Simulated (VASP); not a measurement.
# BaTiO3 (P4mm) in VASP: settings compared

Aim: see how the results for BaTiO3 move with the level of theory and the settings. Levels: PBEsol, AM05. Tasks: relaxation of cell and atoms.

Everything below comes from runs of VASP 6.6.1. Logs are shortened: lines on timing, memory, paths and dates and some standing lists are left out, and cuts for length are marked.

### Step 1. The structure

The structure is tetragonal, space group P4mm (No. 99). Conventional cell: a = 3.966 Å, b = 3.966 Å, c = 4.066 Å, α = 90.00°, β = 90.00°, γ = 90.00°. Ba (site symmetry 4mm) is surrounded by 12 O at 2.79 to 2.89 Å. Ti (site symmetry 4mm) has 5 O at 1.84 to 1.99 Å as nearest neighbours. Around O (site symmetry 4mm) lie 1 Ti at 1.84 Å. O (site symmetry 2mm) is surrounded by 2 Ti at 1.99 Å.

### Step 2. Relaxation of cell and atoms, PBEsol

INCAR reads:

```
SYSTEM = BaTiO3
PREC = Accurate
ENCUT = 600
EDIFF = 1E-7
ISMEAR = 0
SIGMA = 0.03
LREAL = .False.
LASPH = .True.
NELM = 80
ALGO = Normal
ISIF = 3
LWAVE = .False.
LCHARG = .False.
GGA = PS
IBRION = 2
NSW = 90
EDIFFG = -0.005
KPAR = 2
```

KPOINTS reads:

```
Automatic mesh
0
Gamma
  8 8 8
  0 0 0
```

POSCAR reads:

```
BaTiO3                                  
1.0
    3.9664534134      0.0000000000      0.0000000000
    0.0000000000      3.9664534134     -0.0000000000
    0.0000000000     -0.0000000000      4.0662622655
  Ba              Ti              O             
     1     1     3
Direct
     0.0000000000000000    0.0000000000000000    0.9986466701000166
     0.5000000000000000    0.5000000000000000    0.4820003778330460
     0.5000000000000000    0.5000000000000000    0.0290292087558446
     0.5000000000000000    0.0000000000000000    0.5166618716555496
     0.0000000000000000    0.5000000000000000    0.5166618716555496
```

Potentials or basis: VASP PAW PBE potentials, release 64 (Ba_sv, Ti_sv, O).

On the command line:

```sh
$ cat potpaw_PBE.64/Ba_sv/POTCAR potpaw_PBE.64/Ti_sv/POTCAR potpaw_PBE.64/O/POTCAR > POTCAR
$ mpirun -np 2 vasp_std > vasp.out
```

OUTCAR:

```text
SYSTEM = BaTiO3
   PREC = Accurate
   ENCUT = 600
   EDIFF = 1E-7
   ISMEAR = 0
   LREAL = .False.
   LASPH = .True.
   NELM = 80
   ISIF = 3
   GGA = PS
   IBRION = 2
   NSW = 90
   EDIFFG = -0.005

 ion  position               nearest neighbor table
   1  0.000  0.000  0.999-   4 2.79   5 2.79   5 2.79   4 2.79   3 2.81   3 2.81   3 2.81   3 2.81
                             4 2.89   5 2.89   5 2.89   4 2.89   2 3.42   2 3.42   2 3.42   2 3.42
   2  0.500  0.500  0.482-   3 1.84   4 1.99   5 1.99   4 1.99   5 1.99   3 2.22   1 3.42   1 3.42
                             1 3.42   1 3.42   1 3.50   1 3.50   1 3.50   1 3.50
   3  0.500  0.500  0.029-   2 1.84   2 2.22   1 2.81   1 2.81   1 2.81   1 2.81
   4  0.500  0.000  0.517-   2 1.99   2 1.99   1 2.79   1 2.79   1 2.89   1 2.89
   5  0.000  0.500  0.517-   2 1.99   2 1.99   1 2.79   1 2.79   1 2.89   1 2.89

  LATTYP: Found a simple tetragonal cell.
 ALAT       =     3.9664534134
 C/A-ratio  =     1.0251632483

  Lattice vectors:

 A1 = (   3.9664534134,   0.0000000000,   0.0000000000)
 A2 = (   0.0000000000,   3.9664534134,   0.0000000000)
 A3 = (   0.0000000000,   0.0000000000,   4.0662622655)

Analysis of symmetry for initial positions (statically):
=====================================================================
 Subroutine PRICEL returns:
 Original cell was already a primitive cell.

 Routine SETGRP: Setting up the symmetry group for a
 simple tetragonal supercell.

 Subroutine GETGRP returns: Found  8 space group operations
 (whereof  8 operations were pure point group operations)
 out of a pool of 16 trial point group operations.

The static configuration has the point symmetry C_4v.

Analysis of symmetry for dynamics (positions and initial velocities):
=====================================================================
 Subroutine PRICEL returns:
 Original cell was already a primitive cell.

 Routine SETGRP: Setting up the symmetry group for a
 simple tetragonal supercell.

 Subroutine GETGRP returns: Found  8 space group operations
 (whereof  8 operations were pure point group operations)
 out of a pool of 16 trial point group operations.

The dynamic configuration has the point symmetry C_4v.

 Subroutine INISYM returns: Found  8 space group operations
 (whereof  8 operations are pure point group operations),
 and found     1 'primitive' translations

----------------------------------------------------------------------------------------

                                     Primitive cell

  volume of cell :      63.9735

  direct lattice vectors                    reciprocal lattice vectors
     3.966453413  0.000000000  0.000000000     0.252114394  0.000000000  0.000000000
     0.000000000  3.966453413  0.000000000     0.000000000  0.252114394  0.000000000
     0.000000000  0.000000000  4.066262265     0.000000000  0.000000000  0.245926095

  length of vectors
     3.966453413  3.966453413  4.066262265     0.252114394  0.252114394  0.245926095

  position of ions in fractional coordinates (direct lattice)
     0.000000000  0.000000000  0.998646670
     0.500000000  0.500000000  0.482000378
     0.500000000  0.500000000  0.029029209
     0.500000000  0.000000000  0.516661872
     0.000000000  0.500000000  0.516661872

  ion indices of the primitive-cell ions
   primitive index   ion index
                 1           1
                 2           2
                 3           3
                 4           4
                 5           5

----------------------------------------------------------------------------------------

 KPOINTS: Automatic mesh

Automatic generation of k-mesh.
 Grid dimensions read from file:
[... 77 lines left out ...]
   NUPDOWN=      -1.0000    fix difference up-down
   EMIN   =  10.00;   EMAX   =-10.00  energy-range for DOS
   EFERMI =   0.00;   METHOD = LEGACY
   ISMEAR =     0;   SIGMA  =   0.03  broadening in eV -4-tet -1-fermi 0-gaus
   EFERMI_NEDOS =   21; number of points for ismear=-14 and -15
   IALGO  =     38    algorithm
   IMIX   =      4    mixing-type and parameters
     AMIX     =   0.40;   BMIX     =  1.00
     AMIX_MAG =   1.60;   BMIX_MAG =  1.00
  volume/ion in A,a.u.               =      12.79        86.34
  Fermi-wavevector in a.u.,A,eV,Ry     =   1.399893  2.645414 26.663337  1.959700
  Thomas-Fermi vector in A             =   2.522907
   LORBIT       =      0    0 simple, 1 ext, 2 COOP (PROOUT), +10 PAW based schemes
   GGA     = PS    functional components
   LHFCALC =     F    Hartree Fock is set to
   AEXX    =    0.0000 exact exchange contribution
   IVDW    =     0    specifies the selected vdW correction
   LEPSILON=     F    determine dielectric tensor
   LRPA    =     F    only Hartree local field effects (RPA)
 conjugate gradient relaxation of ions
 non-spin polarized calculation
 Gauss-broadening in eV      SIGMA  =   0.03
  energy-cutoff  :      600.00
  volume of cell :       63.97
 maximum number of plane-waves:      2208
 NGX is ok and might be reduce to    32
   NGX = 15   NGY = 15   NGZ = 17

--------------------------------------- Ionic step        1  -------------------------------------------

 number of electron      39.9999996 magnetization

 Free energy of the ion-electron system (eV)
  ---------------------------------------------------
  ext. energy  EPLUGINS =         0.00000000
  ---------------------------------------------------
  free energy    TOTEN  =       -42.00777654 eV

  energy without entropy =      -42.00777654  energy(sigma->0) =      -42.00777654

------------------------ aborting loop because EDIFF is reached ----------------------------------------

  FORCE on cell =-STRESS in cart. coord.  units (eV):
  Direction    XX          YY          ZZ          XY          YZ          ZX
  --------------------------------------------------------------------------------------
  -------------------------------------------------------------------------------------
  Total        0.0180290      0.0180290     -0.0151090      0.0000000      0.0000000      0.0000000
  in kB        0.4515257      0.4515257     -0.3783956      0.0000000      0.0000000      0.0000000
  external PRESSURE =       0.1748853 kB  Pullay stress =       0.0000000 kB

 VOLUME and BASIS-vectors are now :
 -----------------------------------------------------------------------------
  energy-cutoff  :      600.00
  volume of cell :       63.97
      direct lattice vectors                 reciprocal lattice vectors
     3.966453413  0.000000000  0.000000000     0.252114394  0.000000000  0.000000000
     0.000000000  3.966453413  0.000000000     0.000000000  0.252114394  0.000000000
     0.000000000  0.000000000  4.066262265     0.000000000  0.000000000  0.245926095

 POSITION                                       TOTAL-FORCE (eV/Angst)
 -----------------------------------------------------------------------------------
      0.00000      0.00000      4.06076         0.000000     -0.000000     -0.003782
      1.98323      1.98323      1.95994         0.000000     -0.000000     -0.006304
      1.98323      1.98323      0.11804         0.000000      0.000000      0.006008
      1.98323      0.00000      2.10088        -0.000000      0.000000      0.002039
      0.00000      1.98323      2.10088         0.000000     -0.000000      0.002039
 -----------------------------------------------------------------------------------
    total drift:                                0.000000     -0.000000      0.000220

  FREE ENERGIE OF THE ION-ELECTRON SYSTEM (eV)
  ---------------------------------------------------
  free  energy   TOTEN  =       -42.0077765437 eV

  energy  without entropy=      -42.0077765437  energy(sigma->0) =      -42.00777654

--------------------------------------- Ionic step        2  -------------------------------------------

 number of electron      39.9999996 magnetization

 Free energy of the ion-electron system (eV)
  ---------------------------------------------------
  ext. energy  EPLUGINS =         0.00000000
  ---------------------------------------------------
  free energy    TOTEN  =       -42.00778232 eV

  energy without entropy =      -42.00778232  energy(sigma->0) =      -42.00778232

 E-fermi :   3.9950     XC(G=0): -11.5162

 val. band max:        3.8169478539   @ k =   0.5000   0.5000   0.5000
 cond. band min:       5.5816705809   @ k =   0.0000   0.0000   0.0000
 fundamental gap:      1.7647227270
 Fermi energy:         3.9950418481

 k-point     1 :       0.0000    0.0000    0.0000
  band No.  band energies     occupation
      1     -52.4635      2.00000
      2     -28.8703      2.00000
      3     -28.7928      2.00000
      4     -28.7928      2.00000
      5     -21.0793      2.00000
      6     -13.1120      2.00000
[... 637 lines left out ...]
     23       7.4666      0.00000
     24       8.5790      0.00000

 [... further k-points ...]

------------------------ aborting loop because EDIFF is reached ----------------------------------------

  FORCE on cell =-STRESS in cart. coord.  units (eV):
  Direction    XX          YY          ZZ          XY          YZ          ZX
  --------------------------------------------------------------------------------------
  -------------------------------------------------------------------------------------
  Total       -0.0042346     -0.0042346      0.0010230      0.0000000     -0.0000000      0.0000000
  in kB       -0.1060306     -0.1060306      0.0256150      0.0000000     -0.0000000      0.0000000
  external PRESSURE =      -0.0621488 kB  Pullay stress =       0.0000000 kB

 VOLUME and BASIS-vectors are now :
 -----------------------------------------------------------------------------
  energy-cutoff  :      600.00
  volume of cell :       63.99
      direct lattice vectors                 reciprocal lattice vectors
     3.967143392  0.000000000  0.000000000     0.252070546  0.000000000  0.000000000
     0.000000000  3.967143392 -0.000000000     0.000000000  0.252070546 -0.000000000
     0.000000000  0.000000000  4.065669487     0.000000000  0.000000000  0.245961951

 POSITION                                       TOTAL-FORCE (eV/Angst)
 -----------------------------------------------------------------------------------
      0.00000      3.96714      4.05998         0.000000     -0.000000     -0.003296
      1.98357      1.98357      1.95935         0.000000      0.000000      0.001096
      1.98357      1.98357      0.11831         0.000000     -0.000000     -0.000879
      1.98357      0.00000      2.10067        -0.000000      0.000000      0.001540
      0.00000      1.98357      2.10067         0.000000      0.000000      0.001540
 -----------------------------------------------------------------------------------
    total drift:                                0.000000     -0.000000      0.000151

  FREE ENERGIE OF THE ION-ELECTRON SYSTEM (eV)
  ---------------------------------------------------
  free  energy   TOTEN  =       -42.0077823181 eV

  energy  without entropy=      -42.0077823181  energy(sigma->0) =      -42.00778232

 reached required accuracy - stopping structural energy minimisation
```

It took 81 s on 2 MPI ranks of Intel Xeon Platinum 8488C (Sapphire Rapids), shared host; peak memory 0.28 GiB.

What came out:

```
Free energy                            : -42.0078 eV
Relaxed volume                         : 12.80 Å³/atom
Relaxed cell                           : a = 3.967 Å, b = 3.967 Å, c = 4.066 Å, α = 90.00°, β = 90.00°, γ = 90.00°
Space group after relaxing (to 0.05 Å) : P4mm (No. 99)
Energy gained by relaxing              : 0.0 meV/atom
Ionic steps                            : 2
Pressure after relaxing                : 0.0 GPa
Largest force after relaxing           : 0.003 eV/Å
Band gap on the k mesh                 : 1.76 eV, indirect (least direct gap 2.19 eV)
```

Forces on the atoms (eV/Å):
```
Ba   0.000  0.000 -0.003
Ti   0.000  0.000  0.001
O    0.000  0.000 -0.001
O    0.000  0.000  0.002
O    0.000  0.000  0.002
```

Final structure:
```
Ba Ti O
1.0
     3.96714    0.00000    0.00000
     0.00000    3.96714    0.00000
     0.00000    0.00000    4.06567
Ba Ti O
1 1 3
Direct
  0.00000 0.00000 0.99860
  0.50000 0.50000 0.48193
  0.50000 0.50000 0.02910
  0.50000 0.00000 0.51669
  0.00000 0.50000 0.51669
```

Caveat: the PAW data sets were made with another functional, which shifts forces and pressure a little; spin-orbit coupling is left out, which moves the levels of the heavy elements.

### Step 3. Relaxation of cell and atoms, AM05

This run uses another cell than the first one, of 12.86 Å³/atom, 1.005 times its volume.

INCAR reads:

```
SYSTEM = BaTiO3
  PREC = Accurate
  ENCUT = 600
  EDIFF = 1E-6
  ISMEAR = 0
  SIGMA = 0.03
  LREAL = .False.
  LASPH = .True.
  NELM = 80
  ALGO = Normal
  ISIF = 3
  LWAVE = .False.
  LCHARG = .False.
  GGA = AM
  IBRION = 2
  NSW = 90
  EDIFFG = -0.01
  KPAR = 2
```

KPOINTS is that of step 2.

POSCAR reads:

```
BaTiO3
1.0
    3.9998000000      0.0000000000      0.0000000000
    0.0000000000      3.9998000000      0.0000000000
    0.0000000000      0.0000000000      4.0180000000
Ba Ti O
1 1 3
Direct
    0.0000000000      0.0000000000      0.0000000000
    0.5000000000      0.5000000000      0.4900000000
    0.5000000000      0.5000000000      0.0190000000
    0.5000000000      0.0000000000      0.5170000000
    0.0000000000      0.5000000000      0.5170000000
```

Potentials or basis: VASP PAW PBE potentials, release 64 (Ba_sv, Ti_sv, O).

On the command line:

```sh
$ cat potpaw_PBE.64/Ba_sv/POTCAR potpaw_PBE.64/Ti_sv/POTCAR potpaw_PBE.64/O/POTCAR > POTCAR
$ mpirun -np 2 vasp_std > vasp.out
```

Run time: 5.7 min. Hardware: 2 MPI ranks of Intel Xeon 6975P-C (Granite Rapids), shared host; peak memory 0.28 GiB.

Results (log left out):

| Item | Value |
| --- | --- |
| Free energy | -40.8040 eV |
| Relaxed volume | 12.91 Å³/atom |
| Relaxed cell | a = 3.966 Å, b = 3.966 Å, c = 4.104 Å, α = 90.00°, β = 90.00°, γ = 90.00° |
| Space group after relaxing (to 0.05 Å) | P4mm (No. 99) |
| Energy gained by relaxing | 4.1 meV/atom |
| Ionic steps | 16 |
| Pressure after relaxing | 0.1 GPa |
| Largest force after relaxing | 0.006 eV/Å |
| Band gap on the k mesh | 1.77 eV, indirect (least direct gap 2.26 eV) |

Forces in eV/Å, atoms in the order of the input:
```
Ba   0.000  0.000  0.006
Ti   0.000  0.000  0.000
O    0.000  0.000 -0.005
O    0.000  0.000 -0.001
O    0.000  0.000 -0.001
```

The path:
| step | energy change (eV) | largest force (eV/Å) | pressure (GPa) | volume (Å³) |
| --- | --- | --- | --- | --- |
| 1 | 0.0000 | 0.3791 | -1.43 | 64.28 |
| 2 | -0.0063 | 0.0699 | 1.87 | 63.22 |
| 3 | -0.0076 | 0.1680 | 0.89 | 63.52 |
| 4 | -0.0128 | 0.1085 | 0.58 | 63.78 |
| 5 | -0.0153 | 0.1270 | 0.26 | 64.22 |
| 6 | -0.0154 | 0.1115 | 0.26 | 64.15 |
| 7 | -0.0177 | 0.1004 | -0.44 | 64.48 |
| 8 | -0.0178 | 0.1068 | -0.62 | 64.56 |
| 9 | -0.0192 | 0.0778 | -0.17 | 64.45 |
| 10 | -0.0195 | 0.0777 | 0.17 | 64.38 |
| 11 | -0.0199 | 0.0588 | 0.15 | 64.44 |
| 12 | -0.0202 | 0.0530 | 0.01 | 64.58 |
| 13 | -0.0204 | 0.0135 | -0.13 | 64.65 |
| 14 | -0.0204 | 0.0067 | -0.13 | 64.63 |
| 15 | -0.0204 | 0.0052 | -0.12 | 64.63 |
| 16 | -0.0204 | 0.0061 | 0.09 | 64.55 |

Final structure:
```
Ba Ti O
1.0
     3.96577    0.00000    0.00000
     0.00000    3.96577    0.00000
     0.00000    0.00000    4.10413
Ba Ti O
1 1 3
Direct
  0.00000 0.00000 0.99585
  0.50000 0.50000 0.47795
  0.50000 0.50000 0.03369
  0.50000 0.00000 0.51775
  0.00000 0.50000 0.51775
```

Levels at points of the mesh, in eV from the valence-band top:
| k point | band 18 | band 19 | band 20 | band 21 | band 22 | band 23 |
| --- | --- | --- | --- | --- | --- | --- |
| (0.00, 0.00, 0.00) | -0.69 | -0.49 | -0.49 | 1.77 | 2.27 | 2.27 |
| (0.50, 0.00, 0.00) | -1.75 | -1.37 | -1.16 | 2.38 | 3.53 | 3.62 |
| (0.50, 0.50, 0.00) | -1.10 | -1.10 | -0.07 | 3.65 | 3.65 | 4.00 |
| (0.00, 0.00, 0.50) | -2.06 | -0.74 | -0.74 | 1.92 | 3.54 | 3.54 |
| (0.50, 0.00, 0.50) | -1.08 | -1.03 | -0.40 | 3.55 | 3.57 | 3.87 |
| (0.50, 0.50, 0.50) | -0.33 | -0.33 | 0.00 | 4.13 | 4.13 | 4.21 |

Caveat: the PAW data sets were made with another functional, which shifts forces and pressure a little; spin-orbit coupling is left out, which moves the levels of the heavy elements.
